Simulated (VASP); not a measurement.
# CdO (Fm-3m) in VASP: notebook

One crystal, CdO, is run at these levels: PBE; tasks: relaxation of cell and atoms.

All numbers are computed with VASP 6.6.1; they aren't measurements. Logs are shortened: lines on timing, memory, paths and dates and some standing lists are left out, and cuts for length are marked.

**1. The crystal as given**

Symmetry: Fm-3m, No. 225, cubic system. The conventional cell has a = 4.611 Å, b = 4.611 Å, c = 4.611 Å, α = 90.00°, β = 90.00°, γ = 90.00°. Cd (site symmetry m-3m) is surrounded by 6 O at 2.31 Å. O (site symmetry m-3m) is surrounded by 6 Cd at 2.31 Å.

**2. Relaxation of cell and atoms, PBE, target pressure 0.0001 GPa, at which the enthalpy is minimised**

File INCAR:

```
SYSTEM = CdO
  PREC = Accurate
  ENCUT = 520
  EDIFF = 1E-7
  ISMEAR = 0
  SIGMA = 0.1
  LREAL = .FALSE.
  LASPH = .TRUE.
  NELM = 60
  ALGO = Fast
  ISIF = 3
  LWAVE = .FALSE.
  LCHARG = .FALSE.
  GGA = PE
  IBRION = 2
  NSW = 80
  EDIFFG = -0.002
  PSTRESS = 0.001
```

File KPOINTS:

```
regular mesh
0
G
  16 16 16
  0 0 0
```

File POSCAR:

```
CdO                                     
1.0
   -0.0000000000      2.3055780870      2.3055780870
    2.3055780870      0.0000000000      2.3055780870
    2.3055780870      2.3055780870     -0.0000000000
  Cd              O             
     1     1
Direct
     0.0000000000000000    0.0000000000000000    0.0000000000000000
     0.5000000000000000    0.5000000000000000    0.5000000000000000
```

Potentials or basis: VASP PAW PBE potentials, release 64 (Cd, O).

Started as:

```console
cat potpaw_PBE.64/Cd/POTCAR potpaw_PBE.64/O/POTCAR > POTCAR
mpirun -np 1 vasp_std > vasp.out
```

OUTCAR:

```text
SYSTEM = CdO
   PREC = Accurate
   ENCUT = 520
   EDIFF = 1E-7
   ISMEAR = 0
   LREAL = .FALSE.
   LASPH = .TRUE.
   NELM = 60
   ISIF = 3
   GGA = PE
   IBRION = 2
   NSW = 80
   EDIFFG = -0.002
   PSTRESS = 0.001

 ion  position               nearest neighbor table
   1  0.000  0.000  0.000-   2 2.31   2 2.31   2 2.31   2 2.31   2 2.31   2 2.31
   2  0.500  0.500  0.500-   1 2.31   1 2.31   1 2.31   1 2.31   1 2.31   1 2.31

  LATTYP: Found a face centered cubic cell.
 ALAT       =     4.6111561740

  Lattice vectors:

 A1 = (   0.0000000000,   2.3055780870,   2.3055780870)
 A2 = (   2.3055780870,   0.0000000000,   2.3055780870)
 A3 = (   2.3055780870,   2.3055780870,   0.0000000000)

Analysis of symmetry for initial positions (statically):
=====================================================================
 Subroutine PRICEL returns:
 Original cell was already a primitive cell.

 Routine SETGRP: Setting up the symmetry group for a
 face centered cubic supercell.

 Subroutine GETGRP returns: Found 48 space group operations
 (whereof 48 operations were pure point group operations)
 out of a pool of 48 trial point group operations.

The static configuration has the point symmetry O_h .

Analysis of symmetry for dynamics (positions and initial velocities):
=====================================================================
 Subroutine PRICEL returns:
 Original cell was already a primitive cell.

 Routine SETGRP: Setting up the symmetry group for a
 face centered cubic supercell.

 Subroutine GETGRP returns: Found 48 space group operations
 (whereof 48 operations were pure point group operations)
 out of a pool of 48 trial point group operations.

The dynamic configuration has the point symmetry O_h .

 Subroutine INISYM returns: Found 48 space group operations
 (whereof 48 operations are pure point group operations),
 and found     1 'primitive' translations

----------------------------------------------------------------------------------------

                                     Primitive cell

  volume of cell :      24.5115

  direct lattice vectors                    reciprocal lattice vectors
     0.000000000  2.305578087  2.305578087    -0.216865351  0.216865351  0.216865351
     2.305578087  0.000000000  2.305578087     0.216865351 -0.216865351  0.216865351
     2.305578087  2.305578087  0.000000000     0.216865351  0.216865351 -0.216865351

  length of vectors
     3.260579800  3.260579800  3.260579800     0.375621806  0.375621806  0.375621806
[... 113 lines left out ...]
 non-spin polarized calculation
 RMM-DIIS sequential band-by-band and
 Gauss-broadening in eV      SIGMA  =   0.10
  energy-cutoff  :      520.00
  volume of cell :       24.51
 maximum number of plane-waves:       684
   NGX = 13   NGY = 13   NGZ = 13

--------------------------------------- Ionic step        1  -------------------------------------------

 number of electron      18.0000009 magnetization

 Free energy of the ion-electron system (eV)
  ---------------------------------------------------
  ext. energy  EPLUGINS =         0.00000000
  ---------------------------------------------------
  free energy    TOTEN  =        -7.58313874 eV

  energy without entropy =       -7.58288610  energy(sigma->0) =       -7.58301242

------------------------ aborting loop because EDIFF is reached ----------------------------------------

  FORCE on cell =-STRESS in cart. coord.  units (eV):
  Direction    XX          YY          ZZ          XY          YZ          ZX
  --------------------------------------------------------------------------------------
  -------------------------------------------------------------------------------------
  Total        2.7565120      2.7565120      2.7565120     -0.0000000      0.0000000      0.0000000
  in kB      180.1776672    180.1776672    180.1776672     -0.0000000      0.0000000      0.0000000
  external PRESSURE =     180.1766672 kB  Pullay stress =       0.0010000 kB
[... 97 lines left out ...]
  energy  without entropy=       -7.7244456435  energy(sigma->0) =       -7.72474574

  enthalpy is  TOTEN    =        -7.7250287791 eV   P V=        0.0000170495

[... ionic steps 4 to 15 ...]

--------------------------------------- Ionic step       16  -------------------------------------------

 number of electron      17.9999993 magnetization

------------------------ aborting loop because EDIFF is reached ----------------------------------------
[... 71 lines left out ...]
--------------------------------------- Ionic step       18  -------------------------------------------

 number of electron      17.9999994 magnetization

 Free energy of the ion-electron system (eV)
  ---------------------------------------------------
  ext. energy  EPLUGINS =         0.00000000
  ---------------------------------------------------
  free energy    TOTEN  =        -7.72504955 eV

  energy without entropy =       -7.72445064  energy(sigma->0) =       -7.72475010

 E-fermi :   1.6540     XC(G=0): -11.4130

 val. band max:        1.6208645801   @ k =   0.0625   0.0000   0.0000
 cond. band min:       1.7905918509   @ k =   0.0625   0.0625   0.0000
 fundamental gap:      0.1697272708
 Fermi energy:         1.6539624768

 k-point     1 :       0.0000    0.0000    0.0000
  band No.  band energies     occupation
      1     -15.4345      2.00000
      2      -5.0528      2.00000
      3      -5.0528      2.00000
      4      -5.0528      2.00000
      5      -4.7787      2.00000
      6      -4.7787      2.00000
      7       0.4246      2.00000
      8       0.4246      2.00000
      9       0.4246      2.00000
     10       1.0474      2.00000
     11      16.4775      0.00000
     12      18.2509      0.00000
     13      18.2509      0.00000
[... 354 lines left out ...]
  band No.  band energies     occupation
      1     -15.3711      2.00000
      2      -5.0822      2.00000
      3      -5.0425      2.00000
      4      -5.0269      2.00000
      5      -4.8847      2.00000
      6      -4.7926      2.00000
      7      -0.4690      2.00000
      8       0.3972      2.00000
      9       0.6132      2.00000
     10       2.1617      0.00000
     11      15.1880      0.00000
     12      16.3925      0.00000
     13      18.0543      0.00000

 [... further k-points ...]

------------------------ aborting loop because EDIFF is reached ----------------------------------------

  FORCE on cell =-STRESS in cart. coord.  units (eV):
  Direction    XX          YY          ZZ          XY          YZ          ZX
  --------------------------------------------------------------------------------------
  -------------------------------------------------------------------------------------
  Total        0.0025214      0.0025214      0.0025214      0.0000000      0.0000000     -0.0000000
  in kB        0.1479767      0.1479767      0.1479767      0.0000000      0.0000000     -0.0000000
  external PRESSURE =       0.1469767 kB  Pullay stress =       0.0010000 kB
[... 21 lines left out ...]
  energy  without entropy=       -7.7244506417  energy(sigma->0) =       -7.72475010

  enthalpy is  TOTEN    =        -7.7250325141 eV   P V=        0.0000170390

 reached required accuracy - stopping structural energy minimisation
```

CONTCAR:

```text
CdO
   1.00000000000000
     0.0000000000000000    2.3898736665501503    2.3898736665501503
     2.3898736665501503    0.0000000000000000    2.3898736665501503
     2.3898736665501503    2.3898736665501503    0.0000000000000000
  Cd              O
     1     1
Direct
     0.0000000000000000    0.0000000000000000    0.0000000000000000
     0.5000000000000000    0.5000000000000000    0.5000000000000000

  0.00000000E+00  0.00000000E+00  0.00000000E+00
  0.00000000E+00  0.00000000E+00  0.00000000E+00
```

Wall time 83 s (1 thread of Intel Xeon 6975P-C (Granite Rapids), shared host); peak memory 0.19 GiB.

What came out:

* Free energy: -7.7250 eV
* Relaxed volume: 13.65 Å³/atom
* Relaxed cell: a = 3.380 Å, b = 3.380 Å, c = 3.380 Å, α = 60.00°, β = 60.00°, γ = 60.00°
* Space group after relaxing (to 0.05 Å): Fm-3m (No. 225)
* Energy change on relaxing (the enthalpy is what falls): -71.0 meV/atom
* Ionic steps: 18
* Pressure after relaxing: 0.0 GPa
* Band gap on the k mesh: none (metal or under the smearing width)

Step by step:
```
step  energy change (eV)  largest force (eV/Å)  pressure (GPa)  volume (Å³)
   1              0.0000                0.0000           18.02        24.51
   2             -0.0650                0.0000           -9.41        29.73
   3             -0.1419                0.0000           -0.07        27.32
   4             -0.1419                0.0000            0.20        27.26
   5             -0.1419                0.0000            0.21        27.26
   6             -0.1419                0.0000            0.19        27.26
   7             -0.1419                0.0000            0.19        27.26
   8             -0.1419                0.0000            0.19        27.26
   9             -0.1419                0.0000            0.19        27.26
  10             -0.1419                0.0000            0.19        27.26
  11             -0.1419                0.0000            0.19        27.26
  12             -0.1419                0.0000            0.18        27.26
  13             -0.1419                0.0000            0.18        27.26
  14             -0.1419                0.0000            0.16        27.27
  15             -0.1419                0.0000            0.12        27.27
  16             -0.1419                0.0000            0.06        27.29
  17             -0.1419                0.0000           -0.07        27.31
  18             -0.1419                0.0000            0.01        27.30
```

Final structure:
```
Cd O
1.0
     0.00000    2.38987    2.38987
     2.38987    0.00000    2.38987
     2.38987    2.38987    0.00000
Cd O
1 1
Direct
  0.00000 0.00000 0.00000
  0.50000 0.50000 0.50000
```

Levels at points of the mesh, in eV from the Fermi level:
```csv
k point,band 6,band 7,band 8,band 9,band 10,band 11,band 12,band 13
"(0.00, 0.00, 0.00)",-6.43,-1.23,-1.23,-1.23,-0.61,14.82,16.60,16.60
"(0.50, 0.00, 0.00)",-6.22,-3.77,-0.09,-0.09,4.33,6.87,11.61,11.61
"(0.50, 0.50, 0.00)",-5.85,-4.06,-2.15,-2.15,3.59,8.26,10.95,12.84
```

Caveat: the cell is relaxed towards a set pressure, so the enthalpy falls and the energy may rise; this crystal is a semiconductor, whose small gap the functional closes, so the metal is an error of the method.

**3. Relaxation of cell and atoms, PBE, target pressure 0.0001 GPa, at which the enthalpy is minimised**

This run uses another cell than the first one, of 13.65 Å³/atom, 1.114 times its volume.

INCAR is that of step 2.

KPOINTS is that of step 2.

File POSCAR:

```
CdO                                     
1.0
    0.0000000000      2.3898736666      2.3898736666
    2.3898736666      0.0000000000      2.3898736666
    2.3898736666      2.3898736666      0.0000000000
  Cd              O             
     1     1
Direct
     0.0000000000000000    0.0000000000000000    0.0000000000000000
     0.5000000000000000    0.5000000000000000    0.5000000000000000
```

Potentials or basis: VASP PAW PBE potentials, release 64 (Cd, O).

Started as:

```console
cat potpaw_PBE.64/Cd/POTCAR potpaw_PBE.64/O/POTCAR > POTCAR
mpirun -np 1 vasp_std > vasp.out
```

Run time: 51 s. Hardware: 1 thread of Intel Xeon 6975P-C (Granite Rapids), shared host; peak memory 0.2 GiB.

Results (log left out):

* Free energy: -7.7291 eV
* Relaxed volume: 13.68 Å³/atom
* Relaxed cell: a = 3.382 Å, b = 3.382 Å, c = 3.382 Å, α = 60.00°, β = 60.00°, γ = 60.00°
* Space group after relaxing (to 0.05 Å): Fm-3m (No. 225)
* Energy change on relaxing (the enthalpy is what falls): -0.0 meV/atom
* Ionic steps: 3
* Pressure after relaxing: 0.0 GPa
* Band gap on the k mesh: none (metal or under the smearing width)

Final structure:
```xyz
2
Lattice="0.0000 2.3914 2.3914 2.3914 0.0000 2.3914 2.3914 2.3914 0.0000" Properties=species:S:1:pos:R:3 pbc="T T T"
Cd    0.0000    0.0000    0.0000
O     2.3914    2.3914    2.3914
```

Levels at points of the mesh, in eV from the Fermi level:
| k point | band 6 | band 7 | band 8 | band 9 | band 10 | band 11 | band 12 | band 13 |
| --- | --- | --- | --- | --- | --- | --- | --- | --- |
| (0.00, 0.00, 0.00) | -6.43 | -1.22 | -1.22 | -1.22 | -0.61 | 14.82 | 16.58 | 16.58 |
| (0.50, 0.00, 0.00) | -6.22 | -3.76 | -0.09 | -0.09 | 4.33 | 6.86 | 11.60 | 11.60 |
| (0.50, 0.50, 0.00) | -5.85 | -4.04 | -2.14 | -2.14 | 3.58 | 8.25 | 10.95 | 12.83 |

Caveat: the cell is relaxed towards a set pressure, so the enthalpy falls and the energy may rise; this crystal is a semiconductor, whose small gap the functional closes, so the metal is an error of the method.

(Part 1 of 2 ends here.)
